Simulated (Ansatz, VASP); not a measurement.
## C: VASP beside Ansatz

File INCAR:

```
ALGO = Normal
EDIFF = 1E-6
ENCUT = 520
GGA = PE
ISIF = 2
ISMEAR = 0
IVDW = 12
LASPH = T
LCHARG = F
LREAL = F
LWAVE = F
NBANDS = 11
NELM = 60
PREC = Accurate
SIGMA = 0.05
```

The input KPOINTS:

```
k-points
0
Gamma
  15 15 15
```

POSCAR

```
C
1.0
    1.2324984681      0.7115833223      3.3613878357
   -1.2324984681      0.7115833223      3.3613878357
    0.0000000000     -1.4231666447      3.3613878357
C
2
Direct
    0.1571748731      0.1571748731      0.1571748731
    0.8428251269      0.8428251269      0.8428251269
```

Input for Ansatz:

```yaml
crystal:
  lattice:
    - [1.2324984681, 0.7115833223, 3.3613878357]
    - [-1.2324984681, 0.7115833223, 3.3613878357]
    - [0.0, -1.4231666447, 3.3613878357]
  atoms:
    - { symbol: C, position: [0.1571748731, 0.1571748731, 0.1571748731] }
    - { symbol: C, position: [0.8428251269, 0.8428251269, 0.8428251269] }
basis:
  ecutwfc: 520.0
kpoints:
  mp_grid: { grid: [15, 15, 15] }
hamiltonian:
  xc: pbe
  dispersion: d3bj
scf:
  occupations: { method: gaussian, width: 0.05 }
output:
  forces: true
  stress: true
  eigenvalues: true
```

Change from the starting cell: mode 4 frozen in at -0.095 Å, equal normal strain along x, y and z +0.0000.

Alike in both runs: task single point; functional PBE; dispersion D3(BJ); k mesh 15 × 15 × 15; occupations gaussian, width 0.05 eV; no spin polarisation.

|  | VASP | Ansatz |
| --- | --- | --- |
| version | VASP 6.6.1 | Ansatz 0.2.0 |
| potentials or method | VASP PAW PBE potentials, release 64 (C) | scalar-relativistic, plane waves, PAW |
| plane-wave cutoff (eV) | 520 | 520 |
| valence electrons in the cell | 8 | 8 |

VASP gave:

* gap on the k mesh at the Fermi level (eV): 0.93
* least direct gap on the mesh (eV): 0.98
* pressure (GPa): -1.7
* largest component of the traceless stress (GPa): 4.62
* rms of the force components (eV/Å): 1.810

Which values does Ansatz return?

gap on the k mesh at the Fermi level (eV): 0.93; least direct gap on the mesh (eV): 0.98; pressure (GPa): -2.1; largest component of the traceless stress (GPa): 4.11; rms of the force components (eV/Å): 1.817.

Atom by atom the forces differ by 0.007 eV/Å (rms over components).

Caveats: an odd mesh through Γ misses points on the zone boundary, where band edges often lie; forces of over 1 eV/Å show positions far from the minimum, so gaps and moduli don't describe the material at rest.
